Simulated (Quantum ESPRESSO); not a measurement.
# Pb (Fm-3m) in Quantum ESPRESSO: notebook, part 3 of 3

Quantum ESPRESSO 7.5. The steps go on from the part before.

## Step 5: Phonons, PBEsol

pw.in

```
&CONTROL
  calculation = 'scf'
  prefix = 'pwscf'
  outdir = './tmp'
  pseudo_dir = './pseudo'
  tprnfor = .true.
  tstress = .true.
  disk_io = 'low'
/
&SYSTEM
  ibrav = 0
  nat = 1
  ntyp = 1
  ecutwfc = 56
  nbnd = 13
  occupations = 'smearing'
  smearing = 'mv'
  degauss = 0.01469973
/
&ELECTRONS
  conv_thr = 2d-10
  electron_maxstep = 120
  mixing_beta = 0.5
/
ATOMIC_SPECIES
Pb   207.2000 Pb.upf
CELL_PARAMETERS angstrom
   0.0000000000    2.4750200000    2.4750200000
   2.4750200000    0.0000000000    2.4750200000
   2.4750200000    2.4750200000    0.0000000000
ATOMIC_POSITIONS crystal
Pb     0.0000000000    0.0000000000    0.0000000000
K_POINTS automatic
6 6 6 0 0 0
```

relax.in

```
&CONTROL
  calculation = 'vc-relax'
  prefix = 'pwscf'
  outdir = './tmp'
  pseudo_dir = './pseudo'
  tprnfor = .true.
  tstress = .true.
  disk_io = 'low'
  nstep = 40
  forc_conv_thr = 0.0001
  etot_conv_thr = 1d-06
/
&SYSTEM
  ibrav = 0
  nat = 1
  ntyp = 1
  ecutwfc = 56
  nbnd = 13
  occupations = 'smearing'
  smearing = 'mv'
  degauss = 0.01469973
/
&ELECTRONS
  conv_thr = 2d-10
  electron_maxstep = 120
  mixing_beta = 0.5
/
&IONS
  ion_dynamics = 'bfgs'
/
&CELL
  cell_dynamics = 'bfgs'
  press = 0
  press_conv_thr = 0.2
/
ATOMIC_SPECIES
Pb   207.2000 Pb.upf
CELL_PARAMETERS angstrom
   0.0000000000    2.4750200000    2.4750200000
   2.4750200000    0.0000000000    2.4750200000
   2.4750200000    2.4750200000    0.0000000000
ATOMIC_POSITIONS crystal
Pb     0.0000000000    0.0000000000    0.0000000000
K_POINTS automatic
6 6 6 0 0 0
```

scf2.in

```
&CONTROL
  calculation = 'scf'
  prefix = 'pwscf'
  outdir = './tmp'
  pseudo_dir = './pseudo'
  tprnfor = .true.
  tstress = .true.
  disk_io = 'low'
/
&SYSTEM
  ibrav = 0
  nat = 1
  ntyp = 1
  ecutwfc = 56
  nbnd = 13
  occupations = 'smearing'
  smearing = 'mv'
  degauss = 0.01469973
/
&ELECTRONS
  conv_thr = 1d-13
  electron_maxstep = 120
  mixing_beta = 0.5
  startingpot = 'file'
  startingwfc = 'file'
/
ATOMIC_SPECIES
Pb   207.2000 Pb.upf
CELL_PARAMETERS angstrom
   0.0000000000    2.4843700137    2.4843700137
   2.4843700137    0.0000000000    2.4843700137
   2.4843700137    2.4843700137    0.0000000000
ATOMIC_POSITIONS crystal
Pb     0.0000000000    0.0000000000    0.0000000000
K_POINTS automatic
6 6 6 0 0 0
```

ph.in

```
phonons of Pb
&INPUTPH
  prefix = 'pwscf'
  outdir = './tmp'
  tr2_ph = 1d-18
  fildyn = 'dyn'
  niter_ph = 90
  alpha_mix(1) = 0.4
/
0.5303300859 0.5303300859 0.0000000000
```

Potentials or basis: PseudoDojo 0.4.1 SR PBEsol standard.

On the command line:

```
> OMP_NUM_THREADS=1 pw.x -in pw.in > pw.out
> OMP_NUM_THREADS=1 pw.x -in relax.in > relax.out
> OMP_NUM_THREADS=1 pw.x -in scf2.in > scf2.out
> OMP_NUM_THREADS=1 ph.x -in ph.in > ph.out
```

pw.out:

```text
This program is part of the open-source Quantum ESPRESSO suite
     for quantum simulation of materials; please cite
[... 9 lines left out ...]
     --------------------
     sticks:   dense  smooth     PW     G-vecs:    dense   smooth      PW
     Sum         673     673    211                11575    11575    1989

     Using Slab Decomposition

     bravais-lattice index     =            0
     lattice parameter (alat)  =       6.6144  a.u.
     unit-cell volume          =     204.6269 (a.u.)^3
     number of atoms/cell      =            1
     number of atomic types    =            1
     number of electrons       =        14.00
     number of Kohn-Sham states=           13
     kinetic-energy cutoff     =      56.0000  Ry
     charge density cutoff     =     224.0000  Ry
     scf convergence threshold =      2.0E-10
     mixing beta               =       0.5000
     number of iterations used =            8  plain     mixing
     Exchange-correlation= PBESOL
[... 189 lines left out ...]
    -5.9201  -5.8347  -5.4934  -5.4444  -5.4444   4.5172   7.9609  13.3039
    13.3039  16.5973  17.8869  30.4523  32.1857

          k =-0.2357-0.4714 0.7071 (  1446 PWs)   bands (ev):
[... 6 lines left out ...]
    -5.7619  -5.7188  -5.6271  -5.5889  -5.4781   4.0871   8.6094  11.2382
    13.2617  20.7057  22.6503  25.6202  25.7325

          k =-0.7071 0.2357 0.0000 (  1458 PWs)   bands (ev):

    -5.8104  -5.7745  -5.5732  -5.5456  -5.4444   4.5964   8.8364  11.1678
    11.8168  20.0540  21.0068  26.3744  26.6134

     the Fermi energy is    11.3751 ev

!    total energy              =    -140.53142077 Ry
     estimated scf accuracy    <          8.5E-12 Ry
     smearing contrib. (-TS)   =      -0.00029771 Ry
     internal energy E=F+TS    =    -140.53112306 Ry

     The total energy is F=E-TS. E is the sum of the following terms:
     one-electron contribution =     -30.00156171 Ry
     hartree contribution      =      25.16512153 Ry
     xc contribution           =     -39.62756274 Ry
     ewald contribution        =     -96.06712013 Ry

     convergence has been achieved in   8 iterations

     Forces acting on atoms (cartesian axes, Ry/au):

     atom    1 type  1   force =     0.00000000    0.00000000    0.00000000

     Total force =     0.000000     Total SCF correction =     0.000000

     Computing stress (Cartesian axis) and pressure

          total   stress  (Ry/bohr**3)                   (kbar)     P=        4.90
   0.00003328  -0.00000000  -0.00000000            4.90       -0.00       -0.00
  -0.00000000   0.00003328  -0.00000000           -0.00        4.90       -0.00
  -0.00000000  -0.00000000   0.00003328           -0.00       -0.00        4.90

=------------------------------------------------------------------------------=
   JOB DONE.
=------------------------------------------------------------------------------=
```

Wall time 2.2 min (1 thread of Arm Neoverse V2, shared host); peak memory 0.09 GiB.

Results:

| Item | Value |
| --- | --- |
| Free energy | -1912.0279 eV |
| Relaxed volume | 30.67 Å³/atom |
| Relaxed cell | a = 3.513 Å, b = 3.513 Å, c = 3.513 Å, α = 60.00°, β = 60.00°, γ = 60.00° |
| Space group after relaxing (to 0.05 Å) | Fm-3m (No. 225) |
| Pressure after relaxing | 0.0 GPa |
| Band gap on the k mesh | none (metal or under the smearing width) |
| Highest phonon frequency at the q point run | 52 cm⁻¹ |

Step by step:
```csv
step,energy change (eV),largest force (eV/Å),pressure (GPa),volume (Å³)
1,0.0000,0.0000,0.49,30.32
2,-0.0002,0.0000,0.38,30.40
3,-0.0004,0.0000,0.26,30.48
4,-0.0005,0.0000,0.08,30.61
5,-0.0005,0.0000,0.00,30.67
6,-0.0005,0.0000,0.00,30.67
```

Final structure:
```xyz
1
Lattice="0.0000 2.4844 2.4844 2.4844 0.0000 2.4844 2.4844 2.4844 0.0000" Properties=species:S:1:pos:R:3 pbc="T T T"
Pb    0.0000    0.0000    0.0000
```

Phonon frequencies in cm⁻¹ (negative: imaginary):
```csv
q point,frequencies
"(0.375, 0.375, 0.750)",39 43 52
```

Phonon modes at q = (0.375, 0.375, 0.750) in reciprocal lattice units:
| mode | symmetry | cm⁻¹ |
| --- | --- | --- |
| 1 | A_1 | 39 |
| 2 | B_1 | 43 |
| 3 | B_2 | 52 |

Caveat: the k mesh is coarse (spacing up to 0.37 Å⁻¹), so the values aren't converged; the mesh is thin for the phonons of a metal; the q point doesn't lie on the k mesh, which can shift a metal's frequencies strongly unless the mesh is converged. Spin-orbit coupling is left out, which matters for the levels of Pb.

## Step 6: Phonons, PBEsol

pw.in is that of step 5.

relax.in is that of step 5.

scf2.in is that of step 5.

Changes to ph.in since step 5:

```diff
@@ -9,2 +9,2 @@
 /
-0.5303300859 0.5303300859 0.0000000000
+0.3535533906 0.3535533906 0.3535533906
```

Potentials or basis: PseudoDojo 0.4.1 SR PBEsol standard.

On the command line:

```
> OMP_NUM_THREADS=1 pw.x -in pw.in > pw.out
> OMP_NUM_THREADS=1 pw.x -in relax.in > relax.out
> OMP_NUM_THREADS=1 pw.x -in scf2.in > scf2.out
> OMP_NUM_THREADS=1 ph.x -in ph.in > ph.out
```

pw.out:

```text
This program is part of the open-source Quantum ESPRESSO suite
     for quantum simulation of materials; please cite
[... 9 lines left out ...]
     --------------------
     sticks:   dense  smooth     PW     G-vecs:    dense   smooth      PW
     Sum         673     673    211                11575    11575    1989

     Using Slab Decomposition

     bravais-lattice index     =            0
     lattice parameter (alat)  =       6.6144  a.u.
     unit-cell volume          =     204.6269 (a.u.)^3
     number of atoms/cell      =            1
     number of atomic types    =            1
     number of electrons       =        14.00
     number of Kohn-Sham states=           13
     kinetic-energy cutoff     =      56.0000  Ry
     charge density cutoff     =     224.0000  Ry
     scf convergence threshold =      2.0E-10
     mixing beta               =       0.5000
     number of iterations used =            8  plain     mixing
     Exchange-correlation= PBESOL
                           (   1   4  10   8   0   0   0)

     celldm(1)=   6.614432  celldm(2)=   0.000000  celldm(3)=   0.000000
     celldm(4)=   0.000000  celldm(5)=   0.000000  celldm(6)=   0.000000

     crystal axes: (cart. coord. in units of alat)
               a(1) = (   0.000000   0.707107   0.707107 )
               a(2) = (   0.707107   0.000000   0.707107 )
               a(3) = (   0.707107   0.707107   0.000000 )

     reciprocal axes: (cart. coord. in units 2 pi/alat)
               b(1) = ( -0.707107  0.707107  0.707107 )
               b(2) = (  0.707107 -0.707107  0.707107 )
               b(3) = (  0.707107  0.707107 -0.707107 )

     PseudoPot. # 1 for Pb read from file:
     Pb.upf
     Pseudo is Norm-conserving + core correction, Zval = 14.0
     Generated using ONCVPSP code by D. R. Hamann
     Using radial grid of 1678 points,  6 beta functions with:
                l(1) =   0
                l(2) =   0
                l(3) =   1
                l(4) =   1
                l(5) =   2
                l(6) =   2

     atomic species   valence    mass     pseudopotential
     Pb               14.00   207.20000     Pb( 1.00)

     48 Sym. Ops., with inversion, found

   Cartesian axes

     site n.     atom                  positions (alat units)
         1        Pb     tau(   1) = (   0.0000000   0.0000000   0.0000000  )

     number of k points=    16  Marzari-Vanderbilt smearing, width (Ry)=  0.0147
                       cart. coord. in units 2pi/alat
        k(    1) = (   0.0000000   0.0000000   0.0000000), wk =   0.0092593
        k(    2) = (   0.1178511   0.1178511  -0.1178511), wk =   0.0740741
        k(    3) = (   0.2357023   0.2357023  -0.2357023), wk =   0.0740741
        k(    4) = (  -0.3535534  -0.3535534   0.3535534), wk =   0.0370370
        k(    5) = (   0.2357023   0.0000000  -0.0000000), wk =   0.0555556
        k(    6) = (   0.3535534   0.1178511  -0.1178511), wk =   0.2222222
[... 8 lines left out ...]
        k(   15) = (  -0.1178511  -0.3535534   0.5892557), wk =   0.2222222
        k(   16) = (  -0.7071068   0.2357023   0.0000000), wk =   0.1111111

     Dense  grid:    11575 G-vectors     FFT dimensions: (  32,  32,  32)

     Initial potential from superposition of free atoms

     starting charge      13.9981, renormalised to      14.0000
     Starting wfcs are    9 randomized atomic wfcs +    4 random wfcs

     Self-consistent Calculation

     iteration #  1     ecut=    56.00 Ry     beta= 0.50
     Davidson diagonalization with overlap
     ethr =  1.00E-02,  avg # of iterations =  5.3

     Threshold (ethr) on eigenvalues was too large:
     Diagonalizing with lowered threshold

     Davidson diagonalization with overlap
     ethr =  1.85E-05,  avg # of iterations =  5.9

     total energy              =    -140.53108302 Ry
     estimated scf accuracy    <       0.00264674 Ry

     iteration #  2     ecut=    56.00 Ry     beta= 0.50
     Davidson diagonalization with overlap
     ethr =  1.89E-05,  avg # of iterations =  2.0

     total energy              =    -140.53140339 Ry
     estimated scf accuracy    <       0.00019585 Ry

     iteration #  3     ecut=    56.00 Ry     beta= 0.50
     Davidson diagonalization with overlap
     c_bands:  1 eigenvalues not converged
     ethr =  1.40E-06,  avg # of iterations =  6.0

     total energy              =    -140.53141972 Ry
     estimated scf accuracy    <       0.00002474 Ry

     iteration #  4     ecut=    56.00 Ry     beta= 0.50
     Davidson diagonalization with overlap
     ethr =  1.77E-07,  avg # of iterations =  1.1

     total energy              =    -140.53142067 Ry
     estimated scf accuracy    <       0.00000017 Ry

     iteration #  5     ecut=    56.00 Ry     beta= 0.50
     Davidson diagonalization with overlap
     ethr =  1.18E-09,  avg # of iterations =  3.6

     total energy              =    -140.53142077 Ry
     estimated scf accuracy    <       0.00000002 Ry

     iteration #  6     ecut=    56.00 Ry     beta= 0.50
     Davidson diagonalization with overlap
     ethr =  1.57E-10,  avg # of iterations =  2.0

     total energy              =    -140.53142077 Ry
     estimated scf accuracy    <          4.3E-09 Ry

     iteration #  7     ecut=    56.00 Ry     beta= 0.50
     Davidson diagonalization with overlap
     ethr =  3.06E-11,  avg # of iterations =  1.0

     total energy              =    -140.53142077 Ry
     estimated scf accuracy    <          3.0E-10 Ry

     iteration #  8     ecut=    56.00 Ry     beta= 0.50
     Davidson diagonalization with overlap
     ethr =  2.13E-12,  avg # of iterations =  1.9

     End of self-consistent calculation

          k = 0.0000 0.0000 0.0000 (  1459 PWs)   bands (ev):

    -5.7553  -5.7553  -5.7553  -5.6177  -5.6177  -0.5239  18.6651  18.6651
    18.6651  21.3170  22.5363  23.7214  23.7214

          k = 0.1179 0.1179-0.1179 (  1432 PWs)   bands (ev):

    -5.7578  -5.7259  -5.7259  -5.6118  -5.6118   0.0113  14.5378  18.0891
    18.0891  20.5718  24.0596  24.4590  24.4596

          k = 0.2357 0.2357-0.2357 (  1441 PWs)   bands (ev):

    -5.7733  -5.7306  -5.7306  -5.5340  -5.5340   1.5684   9.6967  17.2127
    17.2127  20.2735  21.9595  22.9889  22.9889

          k =-0.3536-0.3536 0.3536 (  1458 PWs)   bands (ev):

    -5.7853  -5.7464  -5.7464  -5.4803  -5.4803   3.1068   7.0199  16.8406
    16.8406  20.6942  20.7082  22.4348  22.4348

          k = 0.2357 0.0000-0.0000 (  1447 PWs)   bands (ev):

    -5.7968  -5.6813  -5.6813  -5.6636  -5.5869   0.1890  15.6460  16.5378
    16.5378  19.6915  21.1290  26.6387  26.7677

          k = 0.3536 0.1179-0.1179 (  1437 PWs)   bands (ev):

    -5.8056  -5.7101  -5.6564  -5.6073  -5.5211   1.4128  11.4337  15.4004
    15.5360  19.1838  21.5567  25.3865  25.9138

          k =-0.2357-0.4714 0.4714 (  1451 PWs)   bands (ev):

    -5.7902  -5.7184  -5.6801  -5.5525  -5.4764   3.2178   7.9224  13.9230
    15.5658  18.8835  23.6258  24.4354  25.7203

          k =-0.1179-0.3536 0.3536 (  1453 PWs)   bands (ev):

    -5.7578  -5.7268  -5.6833  -5.5452  -5.5267   2.6427   8.8731  13.2829
    16.6835  19.6652  22.9326  23.7355  26.9962

          k = 0.0000-0.2357 0.2357 (  1432 PWs)   bands (ev):

    -5.7541  -5.7183  -5.6727  -5.6463  -5.5542   0.8932  12.5712  14.2395
    18.2930  21.4713  22.2441  23.6092  24.0810

          k = 0.4714 0.0000-0.0000 (  1439 PWs)   bands (ev):

    -5.8792  -5.7731  -5.5260  -5.5260  -5.5247   2.2723  11.2077  14.1801
    14.1801  17.5658  18.3311  29.6514  29.6514

          k =-0.1179-0.5893 0.5893 (  1459 PWs)   bands (ev):

    -5.8650  -5.7779  -5.5472  -5.5115  -5.4648   3.8271   9.0842  11.6742
    13.9335  17.5412  20.5188  28.1653  28.2291

          k =-0.0000-0.4714 0.4714 (  1464 PWs)   bands (ev):

    -5.8126  -5.6544  -5.6049  -5.5857  -5.5171   4.0684   9.4139   9.6891
    14.9082  18.1787  25.1740  26.8542  27.0526

          k =-0.7071 0.0000 0.0000 (  1428 PWs)   bands (ev):

    -5.9201  -5.8347  -5.4934  -5.4444  -5.4444   4.5172   7.9609  13.3039
    13.3039  16.5973  17.8869  30.4523  32.1857

          k =-0.2357-0.4714 0.7071 (  1446 PWs)   bands (ev):

    -5.7850  -5.7407  -5.6409  -5.5303  -5.5184   2.8471  10.1355  11.9897
    14.2744  20.4741  21.5268  23.6897  28.7672

          k =-0.1179-0.3536 0.5893 (  1448 PWs)   bands (ev):

    -5.7619  -5.7188  -5.6271  -5.5889  -5.4781   4.0871   8.6094  11.2382
    13.2617  20.7057  22.6503  25.6202  25.7325

          k =-0.7071 0.2357 0.0000 (  1458 PWs)   bands (ev):

    -5.8104  -5.7745  -5.5732  -5.5456  -5.4444   4.5964   8.8364  11.1678
    11.8168  20.0540  21.0068  26.3744  26.6134

     the Fermi energy is    11.3751 ev

!    total energy              =    -140.53142077 Ry
     estimated scf accuracy    <          8.5E-12 Ry
     smearing contrib. (-TS)   =      -0.00029771 Ry
     internal energy E=F+TS    =    -140.53112306 Ry

     The total energy is F=E-TS. E is the sum of the following terms:
     one-electron contribution =     -30.00156171 Ry
     hartree contribution      =      25.16512153 Ry
     xc contribution           =     -39.62756274 Ry
     ewald contribution        =     -96.06712013 Ry

     convergence has been achieved in   8 iterations

     Forces acting on atoms (cartesian axes, Ry/au):

     atom    1 type  1   force =     0.00000000    0.00000000    0.00000000

     Total force =     0.000000     Total SCF correction =     0.000000

     Computing stress (Cartesian axis) and pressure

          total   stress  (Ry/bohr**3)                   (kbar)     P=        4.90
   0.00003328  -0.00000000  -0.00000000            4.90       -0.00       -0.00
  -0.00000000   0.00003328  -0.00000000           -0.00        4.90       -0.00
  -0.00000000  -0.00000000   0.00003328           -0.00       -0.00        4.90

=------------------------------------------------------------------------------=
   JOB DONE.
=------------------------------------------------------------------------------=
```

Run time: 58 s. Hardware: 1 thread of Arm Neoverse V2, shared host; peak memory 0.09 GiB.

What came out:

```
Free energy                                 : -1912.0279 eV
Relaxed volume                              : 30.67 Å³/atom
Relaxed cell                                : a = 3.513 Å, b = 3.513 Å, c = 3.513 Å, α = 60.00°, β = 60.00°, γ = 60.00°
Space group after relaxing (to 0.05 Å)      : Fm-3m (No. 225)
Pressure after relaxing                     : 0.0 GPa
Band gap on the k mesh                      : none (metal or under the smearing width)
Highest phonon frequency at the q point run : 67 cm⁻¹
```

Step by step:
```csv
step,energy change (eV),largest force (eV/Å),pressure (GPa),volume (Å³)
1,0.0000,0.0000,0.49,30.32
2,-0.0002,0.0000,0.38,30.40
3,-0.0004,0.0000,0.26,30.48
4,-0.0005,0.0000,0.08,30.61
5,-0.0005,0.0000,0.00,30.67
6,-0.0005,0.0000,0.00,30.67
```

Final structure:
```cif
data_structure
_symmetry_space_group_name_H-M 'P 1'
_symmetry_Int_Tables_number 1
_cell_length_a 3.5134
_cell_length_b 3.5134
_cell_length_c 3.5134
_cell_angle_alpha 60.000
_cell_angle_beta 60.000
_cell_angle_gamma 60.000
_cell_volume 30.67
loop_
_atom_site_label
_atom_site_type_symbol
_atom_site_fract_x
_atom_site_fract_y
_atom_site_fract_z
_atom_site_occupancy
Pb1 Pb 0.00000 0.00000 0.00000 1
```

Phonon frequencies in cm⁻¹ (negative: imaginary):
```csv
q point,frequencies
"(0.500, 0.500, 0.500)",30 30 67
```

Phonon modes at q = (0.500, 0.500, 0.500) in reciprocal lattice units:
```tsv
mode	symmetry	cm⁻¹
1	E_u	30
2	E_u	30
3	A_2u	67
```

Caveat: the k mesh is coarse (spacing up to 0.37 Å⁻¹), so the values aren't converged; the mesh is thin for the phonons of a metal.

## Step 7: Summary

| task | level | potentials or basis | cell | k mesh | cutoff (eV) | smearing | iterations | form of the LDA correlation | startingwfc | mixing ndim | other keys | mesh quality | gap on the mesh (eV) | pressure (GPa) |
| --- | --- | --- | --- | --- | --- | --- | --- | --- | --- | --- | --- | --- | --- | --- |
| energy-loss spectrum | LDA | PseudoDojo 0.4.1 SR LDA standard | as given | 6 × 6 × 6 | 762 | cold 0.136 eV | 400 | PW92 | random | 4 | startingwfc = random; mixing_ndim = 4 | coarse | none | -1.3 |
| energy-loss spectrum | LDA | PseudoDojo 0.4.1 SR LDA standard | as given | 6 × 6 × 6, shifted | 762 | cold 0.136 eV | 400 | PW92 | - | - | - | coarse | none | -1.9 |
| energy-loss spectrum | PBE | SPMS 1.0 PBE | as given | 8 × 8 × 8, shifted | 680 | cold 0.272 eV | 200 | - | - | - | - | not flagged | none | 2.3 |
| phonons | PBEsol | PseudoDojo 0.4.1 SR PBEsol standard | relaxed | 6 × 6 × 6 | 762 | cold 0.2 eV | - | - | - | - | - | coarse | none | 0.0 |

Alike in all rows: no spin polarisation.

Caveats: some runs use coarse meshes; the Lanczos chain is short for so many electrons, so humps in the spectrum may be artefacts (some runs); the wave vector is under the mesh spacing, so the intraband response is poorly sampled (some runs); the mesh is thin for the phonons of a metal (some runs).

Total energies depend on the potentials used, so only differences within one code and one set of settings carry meaning.
